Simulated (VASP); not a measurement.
Here is a VASP 6.6.1 calculation.

File INCAR:

```
  PREC = Accurate
  ENCUT = 600
  EDIFF = 1E-6
  ISMEAR = -1
  SIGMA = 0.05
  LREAL = False
  LASPH = True
  NELM = 60
  ALGO = Fast
  ISIF = 3
  LWAVE = False
  LCHARG = False
  GGA = PE
  IBRION = 2
  NSW = 40
  EDIFFG = -0.02
```

Contents of KPOINTS:

```
Automatic mesh
0
Gamma
  10 10 10
```

Contents of POSCAR:

```
SiC
1.0
    0.0000000000      2.1790000000      2.1790000000
    2.1790000000      0.0000000000      2.1790000000
    2.1790000000      2.1790000000      0.0000000000
Si C
1 1
Direct
    0.0000000000      0.0000000000      0.0000000000
    0.7500000000      0.7500000000      0.7500000000
```

Potentials or basis: VASP PAW PBE potentials, release 64 (Si, C).

Command:

```sh
$ cat potpaw_PBE.64/Si/POTCAR potpaw_PBE.64/C/POTCAR > POTCAR
$ mpirun -np 1 vasp_std > vasp.out
```

**Question.** What does it give for the band gap on the k mesh?

**Answer.** 1.37 eV, indirect (least direct gap 4.53 eV).

**Question.** Predict the relaxed cell.

**Answer.** a = 3.096 Å, b = 3.096 Å, c = 3.096 Å, α = 60.00°, β = 60.00°, γ = 60.00°.

**Question.** Predict the relaxed volume.

**Answer.** 10.49 Å³/atom.

**Question.** What does it give for the space group after relaxing (to 0.05 Å)?

**Answer.** F-43m (No. 216).

The path:
```tsv
step	energy change (eV)	largest force (eV/Å)	pressure (GPa)	volume (Å³)
1	0.0000	0.0000	3.07	20.69
2	0.0001	0.0000	-3.02	21.29
3	-0.0028	0.0000	0.00	20.99
```

A k mesh can miss the band edges. PBE usually gives volumes a little too large and moduli too small.
